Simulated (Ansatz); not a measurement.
# KNbO3 (Pm-3m): equation of state

Aim: the bulk modulus of KNbO3 (Pm-3m) from energies at several volumes around the relaxed one.

Computed with Ansatz 0.2.0 (DFT r²SCAN, scalar-relativistic, plane waves, PAW, unless a step's input says otherwise).

### Step 1. The structure to begin with

The structure is cubic, space group Pm-3m (No. 221). The conventional cell has a = 3.996 Å, b = 3.996 Å, c = 3.996 Å, α = 90.00°, β = 90.00°, γ = 90.00°. K (site symmetry m-3m) is surrounded by 12 O at 2.83 Å. Nb (site symmetry m-3m) has 6 O at 2.00 Å as nearest neighbours. Around O (site symmetry 4/mmm) lie 2 Nb at 2.00 Å and 4 K at 2.83 Å.

As a file:

```cif
data_structure
_symmetry_space_group_name_H-M 'Pm-3m'
_symmetry_Int_Tables_number 221
_cell_length_a 3.9962
_cell_length_b 3.9962
_cell_length_c 3.9962
_cell_angle_alpha 90.000
_cell_angle_beta 90.000
_cell_angle_gamma 90.000
_cell_volume 63.82
loop_
_atom_site_label
_atom_site_type_symbol
_atom_site_symmetry_multiplicity
_atom_site_Wyckoff_symbol
_atom_site_fract_x
_atom_site_fract_y
_atom_site_fract_z
_atom_site_occupancy
K1 K 1 a 0.00000 0.00000 0.00000 1
Nb1 Nb 1 b 0.50000 0.50000 0.50000 1
O1 O 3 c 0.00000 0.50000 0.50000 1
```

This cell comes from an earlier session at r²SCAN: 12.764 Å³/atom at 0.00 GPa, on a 6×6×6 mesh.

Volume factors to run: 0.980, 1.020, 0.960, 1.040.

### Step 2. Volume × 0.980

input.yaml

```yaml
crystal:
  lattice:
    - [3.9694184065, 0.0, 0.0]
    - [0.0, 3.9694184065, 0.0]
    - [0.0, 0.0, 3.9694184065]
  atoms:
    - { symbol: K, position: [0.0, 0.0, 0.0] }
    - { symbol: Nb, position: [0.5, 0.5, 0.5] }
    - { symbol: O, position: [0.0, 0.5, 0.5] }
    - { symbol: O, position: [0.5, 0.0, 0.5] }
    - { symbol: O, position: [0.5, 0.5, 0.0] }
basis:
  ecutwfc: 500
  ecutrho_ratio: 4
kpoints:
  mp_grid: { grid: [6, 6, 6] }
hamiltonian:
  xc: r2scan
scf:
  occupations: { method: gaussian, width: 0.05 }
output:
  forces: true
  stress: true
  eigenvalues: true
```

Started as:

```console
> ansatz run input.yaml --threads 2 --pin off --max-ram 5120MiB --backend cpu --events-out ev --progress --plain --runs-dir out
```

The program printed, cut to the lines that bear on the results:

```text
Warning: RAYON_NUM_THREADS=2 ignored (pool sized by the plan → 2); use --threads N
[...]
Pseudopotentials: kind: paw
Pseudopotential: K, paw, valence charge 9, recommended cutoff 500 eV (meta_gga), K.paw.azcp
Pseudopotential: Nb, paw, valence charge 13, recommended cutoff 500 eV (meta_gga), Nb.paw.azcp
Pseudopotential: O, paw, valence charge 6, recommended cutoff 500 eV (meta_gga), O.paw.azcp
Functional definition: r2SCAN
[...]
Crystal: 5 atoms, lattice volume = 62.543 Å³
Basis set: ecut = 500 eV, 1575 PW (Γ), exchange–correlation on 120×120×120 points (64 copies of the dense FFT grid, shifted against one another)
Bands: 25, of which v1, the nominal top of the filled ones, is band 20 counted from 1 (19 counted from 0)
Symmetry: 48 space group operations
Space group: Pm-3m (ITA 221), of the structure as read, at distance tolerance 4.0e-5 Å
k-points: 20 of 216
[...]
SCF iter   1: F=—  HF=-7817.867421 eV  |F-HF|=—  |Δ(HF+E_count)|=         —  Δρ=1.64e-2  dr2=2.31e-1  dr2_τ=2.82e-1  ethr=1.77e-3  ⟨swp⟩=5.9  Hψ=2286  notcnv=0
[...]
SCF iter   7: F=-7817.880980 eV  HF=-7817.880980 eV  |F-HF|=2.66e-9  |Δ(HF+E_count)|=   6.53e-8  Δρ=4.59e-6  dr2=1.18e-8  dr2_τ=1.12e-9  ethr=2.50e-10  ⟨swp⟩=8.9  Hψ=2330  notcnv=0
[...]
SCF converged after 7 iterations
Free energy (F): -7817.880980 eV
[...]
E sigma→0 (E₀):  -7817.880980 eV
Fermi energy:    9.375535 eV
[...]
--- Forces (eV/Å), atoms counted from 1 ---
  atom   1  K     -0.00000000     0.00000000    -0.00000000
  atom   2  Nb    -0.00000000    -0.00000000     0.00000000
  atom   3  O      0.00000000     0.00000000     0.00000000
  atom   4  O      0.00000000    -0.00000000    -0.00000000
  atom   5  O      0.00000000    -0.00000000     0.00000000
[...]
--- Stress (GPa, compression-positive) ---
        4.126849       0.000000       0.000000
        0.000000       4.126849       0.000000
        0.000000       0.000000       4.126849
  P = ⅓ Tr σ = 4.1268 GPa (41.268 kbar)
--- Band table (eV; the first three rows and the last of 20) ---
  k-point 0: bands = ["-48.1765", "-23.5163", "-23.5163", "-23.5163", "-19.9798", "-9.8660", "-9.4800", "-9.4800", "-2.7657", "-2.7657", "-2.7657", "6.1109", "6.1109", "6.1109", "7.2363", "7.2363", "7.2363", "7.7015", "7.7015", "7.7015", "10.3728", "10.3728", "10.3728", "14.3592", "14.3592"]
[...]
```

Wall time 4.8 s (2 threads of Arm Neoverse N1, shared host); peak memory 0.45 GiB.

This gives: volume 12.509 Å³/atom, pressure 4.13 GPa, gap on the mesh 1.99 eV.

### Step 3. At 1.020 of the relaxed volume

input.yaml, as its differences from that of step 2:

```diff
@@ -2,5 +2,5 @@
   lattice:
-    - [3.9694184065, 0.0, 0.0]
-    - [0.0, 3.9694184065, 0.0]
-    - [0.0, 0.0, 3.9694184065]
+    - [4.022705549, 0.0, 0.0]
+    - [0.0, 4.022705549, 0.0]
+    - [0.0, 0.0, 4.022705549]
   atoms:
```

Started as:

```console
> ansatz run input.yaml --threads 2 --pin off --max-ram 5120MiB --backend cpu --events-out ev --progress --plain --runs-dir out
```

The program printed, cut to the lines that bear on the results:

```text
Warning: RAYON_NUM_THREADS=2 ignored (pool sized by the plan → 2); use --threads N
[...]
[... 5 set-up lines as earlier in the session ...]
[...]
Crystal: 5 atoms, lattice volume = 65.096 Å³
Basis set: ecut = 500 eV, 1647 PW (Γ), exchange–correlation on 120×120×120 points (64 copies of the dense FFT grid, shifted against one another)
Bands: 25, of which v1, the nominal top of the filled ones, is band 20 counted from 1 (19 counted from 0)
[... 2 set-up lines as earlier in the session ...]
k-points: 20 of 216
[...]
SCF iter   1: F=—  HF=-7817.878364 eV  |F-HF|=—  |Δ(HF+E_count)|=         —  Δρ=1.69e-2  dr2=2.66e-1  dr2_τ=2.64e-1  ethr=1.77e-3  ⟨swp⟩=6.0  Hψ=2269  notcnv=0
[...]
SCF iter   7: F=-7817.882091 eV  HF=-7817.882091 eV  |F-HF|=1.36e-8  |Δ(HF+E_count)|=   1.00e-7  Δρ=5.54e-6  dr2=2.68e-8  dr2_τ=2.73e-9  ethr=2.50e-10  ⟨swp⟩=8.2  Hψ=2267  notcnv=0
[...]
SCF converged after 7 iterations
Free energy (F): -7817.882091 eV
[...]
E sigma→0 (E₀):  -7817.882091 eV
Fermi energy:    8.784108 eV
[...]
--- Forces (eV/Å), atoms counted from 1 ---
  atom   1  K     -0.00000000    -0.00000000    -0.00000000
  atom   2  Nb     0.00000000     0.00000000     0.00000000
  atom   3  O      0.00000000     0.00000000     0.00000000
  atom   4  O     -0.00000000    -0.00000000    -0.00000000
  atom   5  O     -0.00000000     0.00000000    -0.00000000
[...]
--- Stress (GPa, compression-positive) ---
       -3.698135      -0.000000       0.000000
        0.000000      -3.698135       0.000000
        0.000000       0.000000      -3.698135
  P = ⅓ Tr σ = -3.6981 GPa (-36.981 kbar)
--- Band table (eV; the first three rows and the last of 20) ---
[... band rows left out ...]
[...]
```

Wall time 4.8 s (2 threads of Arm Neoverse N1, shared host); peak memory 0.45 GiB.

In short: volume 13.019 Å³/atom, pressure -3.70 GPa, gap on the mesh 1.90 eV.

### Step 4. Volume × 0.960

input.yaml, as its differences from that of step 3:

```diff
@@ -2,5 +2,5 @@
   lattice:
-    - [4.022705549, 0.0, 0.0]
-    - [0.0, 4.022705549, 0.0]
-    - [0.0, 0.0, 4.022705549]
+    - [3.9422297559, 0.0, 0.0]
+    - [0.0, 3.9422297559, 0.0]
+    - [0.0, 0.0, 3.9422297559]
   atoms:
```

Started as:

```console
> ansatz run input.yaml --threads 2 --pin off --max-ram 5120MiB --backend cpu --events-out ev --progress --plain --runs-dir out
```

The program printed:

```text
Warning: RAYON_NUM_THREADS=2 ignored (pool sized by the plan → 2); use --threads N
Engine: ansatz 0.2.0, aarch64-unknown-linux-gnu
[... 5 set-up lines as earlier in the session ...]
  parameter k0 = 0.174
  parameter k1 = 0.065
  parameter a1 = 4.9479
  exchange = r2scan_x(k0 = k0, k1 = k1, a1 = a1)
  correlation = r2scan_c
Crystal: 5 atoms, lattice volume = 61.267 Å³
Basis set: ecut = 500 eV, 1551 PW (Γ), exchange–correlation on 120×120×120 points (64 copies of the dense FFT grid, shifted against one another)
Bands: 25, of which v1, the nominal top of the filled ones, is band 20 counted from 1 (19 counted from 0)
[... 1 set-up line as earlier in the session ...]
Space group: Pm-3m (ITA 221), of the structure as read, at distance tolerance 3.9e-5 Å
k-points: 20 of 216
Non-local potential: K, projectors of the file, l = 0: 3, l = 1: 2, l = 2: 2
Non-local potential: Nb, projectors of the file, l = 0: 3, l = 1: 2, l = 2: 2, l = 3: 1
Non-local potential: O, projectors of the file, l = 0: 2, l = 1: 2, l = 2: 1
PAW form: soft (Blöchl's): semilocal exchange-correlation on the pseudo side does not see the compensation charge
PAW frozen core: K, regenerated for the run's functional (the file was generated under x = pbe(κ = 0.804, μ = 0.2195149727645171), c = pbe(β = 0.06672455060314922))
PAW frozen core: Nb, regenerated for the run's functional (the file was generated under x = pbe(κ = 0.804, μ = 0.2195149727645171), c = pbe(β = 0.06672455060314922))
PAW frozen core: O, regenerated for the run's functional (the file was generated under x = pbe(κ = 0.804, μ = 0.2195149727645171), c = pbe(β = 0.06672455060314922))
PAW one-centre angular grid: K, 302 points (default); XC on 160 Gauss nodes
PAW one-centre angular grid: Nb, 590 points (default); XC on 160 Gauss nodes
PAW one-centre angular grid: O, 302 points (default); XC on 160 Gauss nodes
Initial density: superposition of atomic densities (neutral atoms: chi_scale 0, normalization atom), corrected by the library's trained network
Initial wavefunctions: pseudopotential atomic-orbital guess
Functional: x = r2scan, c = r2scan; τ floored in thin density (d = 2e-4 eV/Å³)
SCF iter   1: F=—  HF=-7817.810796 eV  |F-HF|=—  |Δ(HF+E_count)|=         —  Δρ=1.61e-2  dr2=2.14e-1  dr2_τ=2.93e-1  ethr=1.77e-3  ⟨swp⟩=6.0  Hψ=2296  notcnv=0
preconditioner: auto → Resta (q_TF=auto, 2.541 Å⁻¹)  ε∞=4.6  [insulator: Δε(μ)=2.443 eV  Ē_g=13.748 eV  σ=0.050 eV  W_gap=1.00  n_scr=18 (ndim 8)  ℏωp=26.0 eV  f_vac=0.013  D(μ)=0.00/eV (n_scr^D=0)  ε∞_Penn≈4.6]
SCF iter   2: F=—  HF=-7817.831231 eV  |F-HF|=—  |Δ(HF+E_count)|=   2.04e-2  Δρ=7.04e-3  dr2=1.04e-2  dr2_τ=1.19e-2  ethr=5.35e-4  ⟨swp⟩=2.0  Hψ=990  notcnv=0  defer=20
SCF iter   3: F=—  HF=-7817.830407 eV  |F-HF|=—  |Δ(HF+E_count)|=   8.25e-4  Δρ=2.93e-3  dr2=2.85e-3  dr2_τ=2.82e-4  ethr=2.60e-5  ⟨swp⟩=2.0  Hψ=803  notcnv=0  defer=20
SCF iter   4: F=—  HF=-7817.830138 eV  |F-HF|=—  |Δ(HF+E_count)|=   2.69e-4  Δρ=1.24e-3  dr2=4.52e-4  dr2_τ=4.74e-5  ethr=7.13e-6  ⟨swp⟩=1.4  Hψ=490  notcnv=0  defer=20
SCF iter   5: F=—  HF=-7817.830108 eV  |F-HF|=—  |Δ(HF+E_count)|=   2.92e-5  Δρ=2.45e-4  dr2=2.64e-5  dr2_τ=1.62e-6  ethr=1.13e-6  ⟨swp⟩=2.4  Hψ=886  notcnv=0  defer=20
SCF iter   6: F=—  HF=-7817.830102 eV  |F-HF|=—  |Δ(HF+E_count)|=   5.79e-6  Δρ=2.70e-5  dr2=3.23e-7  dr2_τ=4.19e-8  ethr=6.59e-8  ⟨swp⟩=3.0  Hψ=885  notcnv=0  defer=20
SCF iter   7: F=-7817.830103 eV  HF=-7817.830103 eV  |F-HF|=2.60e-9  |Δ(HF+E_count)|=   6.85e-8  Δρ=3.75e-6  dr2=9.13e-9  dr2_τ=9.35e-10  ethr=2.50e-10  ⟨swp⟩=8.6  Hψ=2320  notcnv=0
SCF 1 converged in 7 iterations: F = -7817.830103 eV  dr2 = 9.13e-9
SCF converged after 7 iterations
Free energy (F): -7817.830103 eV
Harris-Foulkes:  -7817.830103 eV  (|F-HF|=2.60e-9)
Internal energy: -7817.830103 eV  (E = F + TS)
E sigma→0 (E₀):  -7817.830103 eV
Fermi energy:    9.688045 eV
--- Per-component energies (eV) ---
  E_band       = -231.839424
  E_kinetic    = 1183.174803
  E_local      = -2317.615734  (includes V_loc(G=0)·N_el)
  E_nonlocal   = 267.686622
  E_hartree    = 787.649219
  E_xc         = -527.586225
  E_vxc        = -744.575930  (∫ρ·V_xc dr)
  E_paw        = -4356.348878  (= ΣΔE_a)
  E_vpaw       = -241.812763  (= ΣTr[D̂ρ^β])
  E_aug_tail   = 0.003024  (compensation charges beyond the density's cutoff)
  E_vtau       = 46.000284  (kinetic-family band-sum trace: ∫τ·v_τ [+ j·A + Jᵃ·Aᵃ] dr)
  E_ewald      = -2854.308495
  E_core_change = -0.484439  (= ΣΔE_core)
  E_smearing   = -0.000000  (= −TS)
  E_closure    = 0.000000  (closes the sum)
  Σ components = -7817.830103   (vs F -7817.830103, Δ=0.00e0)
--- Forces (eV/Å), atoms counted from 1 ---
  atom   1  K     -0.00000000     0.00000000     0.00000000
  atom   2  Nb     0.00000000    -0.00000000    -0.00000000
  atom   3  O      0.00000000     0.00000000     0.00000000
  atom   4  O      0.00000000    -0.00000000     0.00000000
  atom   5  O      0.00000000     0.00000000     0.00000000
  max |Σ_I F_I| component: 7.38e-29 eV/Å
--- Stress (GPa, compression-positive) ---
        8.728612       0.000000       0.000000
       -0.000000       8.728612       0.000000
        0.000000       0.000000       8.728612
  P = ⅓ Tr σ = 8.7286 GPa (87.286 kbar)
--- Band table (eV; the first three rows and the last of 20) ---
  k-point 0: bands = ["-47.7821", "-23.1495", "-23.1495", "-23.1495", "-19.6760", "-9.6366", "-9.2634", "-9.2634", "-2.4672", "-2.4672", "-2.4672", "6.4129", "6.4129", "6.4129", "7.4886", "7.4886", "7.4886", "7.9977", "7.9977", "7.9977", "10.7097", "10.7097", "10.7097", "14.8751", "14.8751"]
  k-point 1: bands = ["-47.7814", "-23.1985", "-23.1479", "-23.1479", "-19.6667", "-9.5942", "-9.2574", "-9.0447", "-2.4566", "-2.4566", "-2.4282", "5.7272", "6.3459", "6.3459", "7.1054", "7.1054", "7.2808", "7.3616", "7.8906", "7.8906", "10.7408", "11.5045", "11.5045", "14.8790", "15.9732"]
  k-point 2: bands = ["-47.7799", "-23.2940", "-23.1447", "-23.1447", "-19.6486", "-9.6196", "-9.2454", "-8.4382", "-2.4355", "-2.4355", "-2.3495", "4.0756", "6.1411", "6.1411", "6.5976", "6.5976", "6.6640", "7.1233", "7.8142", "7.8142", "10.8045", "12.8529", "12.8529", "14.8865", "17.3661"]
  k-point 19: bands = ["-47.7732", "-23.3222", "-23.3222", "-23.3222", "-19.6107", "-8.0668", "-8.0668", "-8.0668", "-2.7599", "-2.7599", "-2.7599", "2.9449", "2.9449", "4.0948", "4.6002", "4.6002", "4.6002", "8.6664", "8.6664", "8.6664", "14.8152", "14.8152", "14.8152", "18.4648", "18.4648"]
```

It took 4.8 s on 2 threads of Arm Neoverse N1, shared host; peak memory 0.45 GiB.

In short: volume 12.253 Å³/atom, pressure 8.73 GPa, mesh gap 2.04 eV.

### Step 5. At 1.040 of the relaxed volume

input.yaml, as its differences from that of step 4:

```diff
@@ -2,5 +2,5 @@
   lattice:
-    - [3.9422297559, 0.0, 0.0]
-    - [0.0, 3.9422297559, 0.0]
-    - [0.0, 0.0, 3.9422297559]
+    - [4.0488277456, 0.0, 0.0]
+    - [0.0, 4.0488277456, 0.0]
+    - [0.0, 0.0, 4.0488277456]
   atoms:
```

Started as:

```console
> ansatz run input.yaml --threads 2 --pin off --max-ram 5120MiB --backend cpu --events-out ev --progress --plain --runs-dir out
```

The program printed, cut to the lines that bear on the results:

```text
Warning: RAYON_NUM_THREADS=2 ignored (pool sized by the plan → 2); use --threads N
[...]
[... 5 set-up lines as earlier in the session ...]
[...]
Crystal: 5 atoms, lattice volume = 66.372 Å³
Basis set: ecut = 500 eV, 1743 PW (Γ), exchange–correlation on 120×120×120 points (64 copies of the dense FFT grid, shifted against one another)
Bands: 25, of which v1, the nominal top of the filled ones, is band 20 counted from 1 (19 counted from 0)
[... 2 set-up lines as earlier in the session ...]
k-points: 20 of 216
[...]
SCF iter   1: F=—  HF=-7817.840223 eV  |F-HF|=—  |Δ(HF+E_count)|=         —  Δρ=1.71e-2  dr2=2.84e-1  dr2_τ=2.57e-1  ethr=1.77e-3  ⟨swp⟩=6.1  Hψ=2268  notcnv=0
[...]
SCF iter   7: F=-7817.839202 eV  HF=-7817.839202 eV  |F-HF|=1.02e-9  |Δ(HF+E_count)|=   4.69e-8  Δρ=2.74e-6  dr2=8.53e-9  dr2_τ=6.63e-10  ethr=2.50e-10  ⟨swp⟩=8.2  Hψ=2206  notcnv=0
[...]
SCF converged after 7 iterations
Free energy (F): -7817.839202 eV
[...]
E sigma→0 (E₀):  -7817.839202 eV
Fermi energy:    8.504043 eV
[...]
--- Forces (eV/Å), atoms counted from 1 ---
  atom   1  K     -0.00000000    -0.00000000    -0.00000000
  atom   2  Nb    -0.00000000    -0.00000000    -0.00000000
  atom   3  O      0.00000000     0.00000000     0.00000000
  atom   4  O      0.00000000    -0.00000000    -0.00000000
  atom   5  O      0.00000000     0.00000000     0.00000000
[...]
--- Stress (GPa, compression-positive) ---
       -7.014279       0.000000      -0.000000
       -0.000000      -7.014279       0.000000
       -0.000000       0.000000      -7.014279
  P = ⅓ Tr σ = -7.0143 GPa (-70.143 kbar)
--- Band table (eV; the first three rows and the last of 20) ---
[... band rows left out ...]
[...]
```

Run time: 4.9 s. Hardware: 2 threads of Arm Neoverse N1, shared host; peak memory 0.45 GiB.

In short: volume 13.274 Å³/atom, pressure -7.01 GPa, gap on the mesh 1.85 eV.

### Step 6. The fit

Energies have the smearing extrapolated to zero and count from the lowest point.

```csv
volume (Å³/atom),energy (meV/atom),pressure (GPa),gap (eV)
12.253,13.41,8.73,2.04
12.509,3.23,4.13,1.99
12.764,0.00,0.00,1.95
13.019,3.01,-3.70,1.90
13.274,11.59,-7.01,1.85
```

volume (Å³/atom), energy (meV/atom) and a bar:
```
    12.25       13.4 ##############################
    12.51        3.2 #######
    12.76        0.0 
    13.02        3.0 #######
    13.27       11.6 ##########################
```

### Step 7. Summary of results

| quantity | value |
| --- | --- |
| V0 | 12.764 Å³/atom |
| B0 | 195 GPa |
| B0′ | 4.5 |
| scatter of the fit | 0.003 meV/atom |

**Reading.** A third-order Birch–Murnaghan fit puts the minimum at 12.76 Å³/atom with a bulk modulus of 195 GPa. One per cent of compression takes about 2.0 GPa. The gap on the mesh shrinks from 2.04 to 1.85 eV as the cell expands over this range. These are values at 0 K without zero-point motion.
